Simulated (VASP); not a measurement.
An input for Ansatz (written as the equivalent of a VASP run, and not itself run):

Ansatz 0.2 input:
```yaml
crystal:
  lattice:
    - [0.0000000, 2.9600943, 2.9600943]
    - [2.9600943, 0.0000000, 2.9600943]
    - [2.9600943, 2.9600943, 0.0000000]
  atoms:
    - { symbol: Na, position: [0.0000000, 0.0000000, 0.0000000] }
    - { symbol: Br, position: [0.5000000, 0.5000000, 0.5000000] }
kpoints:
  mp_grid: { grid: [7, 7, 7] }
hamiltonian:
  xc: pbesol
  pseudopotentials: { kind: paw }
scf:
  occupations: { method: gaussian, width: 0.05 }
  max_iter: 100
relax:
  max_steps: 60
  f_tol: 0.01
  cell: {}
output: { forces: true, stress: true, eigenvalues: true }
```

Problem. Translate this input to VASP (INCAR, KPOINTS, POSCAR, choice of POTCAR).

Solution. One answer among several that fit: 
**POSCAR**
```
NaBr
1
    0.0000000000     2.9600942629     2.9600942629
    2.9600942629     0.0000000000     2.9600942629
    2.9600942629     2.9600942629     0.0000000000
Na Br
1 1
Direct
  0.0000000000   0.0000000000   0.0000000000
  0.5000000000   0.5000000000   0.5000000000
```

### INCAR
```
SYSTEM=NaBr
PREC=Accurate; ENCUT=400; LREAL=.False.
LASPH=.True.
EDIFF=1E-6; NELM=100; ALGO=Normal
LMAXMIX=4
ISMEAR=0; SIGMA=0.05
GGA=PS
IBRION=2; NSW=60; ISIF=3
EDIFFG=-0.01
LWAVE=.False.; LCHARG=.False.
```

### KPOINTS
```
Regular mesh
0
G
 7 7 7
0 0 0
```

POTCAR, in this order: Na_pv Br (PBE.64 set). Program: vasp_std.

Limits of the translation: each code has its own PAW files, so the cut-off isn't converted (ENCUT is set for VASP's; basis.ecutwfc is left out, and Ansatz then takes the one that its files recommend); Ansatz stops its SCF on the density residual and VASP on the energy change (EDIFF).

The compound is NaBr in the rock salt structure. It was relaxed first. The start is the result of an earlier pass.
